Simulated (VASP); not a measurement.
## MgS: single point with PBE

The system is MgS.

```
Mg S
1.0
     0.00000    2.84837    2.84837
     2.84837    0.00000    2.84837
     2.84837    2.84837    0.00000
Mg S
1 1
Direct
  0.00000 0.00000 0.00000
  0.25000 0.25000 0.25000
```

The cell comes from a database or a generator and needn't be the stable form of this composition.

The cell isn't the ideal one: cell and atoms relaxed from a first guess.

| Property | Result |
| --- | --- |
| Program | VASP 6.6.1 |
| Task | single point |
| Functional | PBE |
| Potentials or basis | VASP PAW PBE potentials, release 64 (Mg, S) |
| Cutoff | 520 eV |
| k mesh | 13 × 13 × 13 |
| Occupations | fermi-dirac, width 0.05 eV |
| Spin | no spin polarisation |

```
Pressure               : -0.1 GPa
Band gap on the k mesh : 3.37 eV, direct
```

Levels at points of the mesh, in eV from the valence-band top:
```tsv
k point	band 1	band 2	band 3	band 4	band 5	band 6	band 7	band 8	band 9
(0.00, 0.00, 0.00)	-11.21	0.00	0.00	0.00	3.37	7.90	7.90	7.90	10.79
```

It took 27 s on 1 thread of Intel(R) Xeon(R) Platinum 8488C (Sapphire Rapids), with other jobs on the host, peak memory 0.19 GiB.

Caveat: an odd mesh through Γ misses points on the zone boundary, where band edges often lie.
